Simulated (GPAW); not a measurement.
**Dielectric function and optical constants of SrCl2**

Wanted: where SrCl2 starts to absorb, how strongly, and its refractive index.

Calculated with GPAW 26.7.0; DFT, PBE, plane-wave PAW (GPAW data sets), scalar-relativistic, RPA, optical limit.

### Step 1. The structure

The structure is cubic, space group Fm-3m (No. 225). Conventional cell: a = 6.977 Å, b = 6.977 Å, c = 6.977 Å, α = 90.00°, β = 90.00°, γ = 90.00°. Sr has 8 Cl at 3.02 Å nearest. Cl has 4 Sr at 3.02 Å nearest. Farther neighbours and most contacts between anions are not listed.

Coordinates:

```xyz
3
Lattice="0.0000 3.4884 3.4884 3.4884 0.0000 3.4884 3.4884 3.4884 0.0000" Properties=species:S:1:pos:R:3 pbc="T T T"
Sr    0.0000    0.0000    0.0000
Cl    5.2325    5.2325    5.2325
Cl    1.7442    1.7442    1.7442
```

### Step 2. Dielectric function, RPA

Transitions between filled and empty bands, summed over the zone, give the optical response, so mesh, band count and broadening shape it.

The induced potential is part of this response.

The input, df.py:

```python
from gpaw.response.df import DielectricFunction

df = DielectricFunction('full.gpw', frequencies={'type': 'nonlinear', 'domega0': 0.03, 'omega2': 8},
                        ecut=50,
                        eta=0.15,
                        nbands=51,
                        txt='df.txt')
for direction in ['x', 'z']:
    df.get_dielectric_function(xc='RPA', direction=direction, filename=f'df_{direction}.csv')
```

Launch:

```
OMP_NUM_THREADS=1 python df.py
```

**Question.** What will these runs give for the electronic dielectric constant ε∞, mean over x, y and z (RPA); and main peak of Im epsilon, first axis?

At this level (PBE, RPA) SrCl2 has ε∞ = 2.72 and n = 1.65 at 1550 nm, and Im ε peaks at 7.7 eV. Local fields change the static value along x from 3.20 to 2.72 (-15 %). Distinct maxima of Im ε, read by a parabola through the highest points, lie at 7.66 eV (4.9), 9.70 eV (3.0), 11.73 eV (1.6) and 13.03 eV (1.5).

- electronic dielectric constant ε∞, mean over x, y and z (by symmetry where fewer were run) (RPA): 2.72
- main peak of Im epsilon, first axis: 7.66 eV

Excitons and phonon-assisted transitions are missing; PBE gaps are as a rule too small, which pulls the onset down and ε∞ up. The sum runs over mesh points, so small or evenly spaced maxima can still be ripples of the mesh.

[Machine, clock and banner lines and Python warnings are left out of the logs.]

[Logs are printed without paths, hosts, clocks, repeated set-up lines and the standing remarks that a program may print on its own settings, such as how far it seeks lower states.]

[Hosts, paths, dates, database ids (printed as entryN), source tags and the programs' standing remarks are cut or masked in the printed files.]
